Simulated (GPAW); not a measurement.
Crystal: BN.

```
CELL_PARAMETERS angstrom
0.00000 1.81300 1.81300
1.81300 0.00000 1.81300
1.81300 1.81300 0.00000
ATOMIC_POSITIONS crystal
N 0.25000 0.25000 0.25000
B 0.00000 0.00000 0.00000
```

The cell is a database's computed one.

Base run:

| Item | Value |
| --- | --- |
| Program | GPAW 26.7.0 |
| Functional | RPBE |
| Potentials or basis | the program's PAW data sets (release 1.2.1) made for this functional |
| Cutoff | 600 eV |
| Basis | pw |
| k mesh | 10 × 10 × 10 |
| Occupations | fermi-dirac, width 0.001 eV |
| Spin | no spin polarisation |

Its results: band gap on the k mesh 4.48 eV, indirect (least direct gap 8.84 eV).

Problem. The run is repeated on the same cell with these changes: functional from RPBE to LDA; occupations from fermi-dirac, width 0.001 eV to fermi-dirac, width 0.05 eV. What comes out?

Solution. Band gap on the k mesh 4.33 eV, indirect (least direct gap 8.65 eV).

Caveats: the long-wavelength limit can be off by a per cent or two (some runs).

A k mesh can miss the band edges.
